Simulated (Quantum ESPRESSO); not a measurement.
MnO:

```xyz
4
Lattice="3.3246 0.0000 0.0000 0.0000 3.3246 0.0000 0.0000 0.0000 4.8678" Properties=species:S:1:pos:R:3 pbc="T T T"
Mn    0.0000    0.0000    0.0000
Mn    1.6623    1.6623    0.0000
O     1.6623    0.0000    1.2997
O     0.0000    1.6623    3.5681
```

The cell was built by a generator and needn't be a form met in nature.

Base run:

```yaml
Program: Quantum ESPRESSO 7.5
Functional: PBEsol
Potentials_or_basis: GBRV 1.5 PBEsol
Cutoff: 612 eV
Density_cutoff: 4898 eV
k_mesh: 6 × 6 × 4
Occupations: gaussian, width 0.05 eV
Spin: collinear spin, antiferromagnetic start
Starting_moments: "[5.0, -5.0, 0.0, 0.0] μB"
Hubbard_terms: Mn d U = 6 eV
```

Its results: band gap on the k mesh 1.15 eV, direct; pressure 16.7 GPa; net moment 0.00 μB per cell; site moments Mn +3.89, -3.89; O +0.00 μB; largest force 2.379 eV/Å.

Question: The run is repeated on the same cell with these changes: hubbard terms from Mn d U = 6 eV to Mn d U = 3 eV. What comes out?

Answer: Band gap on the k mesh 0.92 eV, direct; pressure 4.9 GPa; net moment 0.00 μB per cell; site moments Mn +3.61, -3.61; O -0.00 μB; largest force 2.911 eV/Å.

Caveats: forces of over 1 eV/Å show positions far from the minimum, so gaps and moduli don't describe the material at rest.

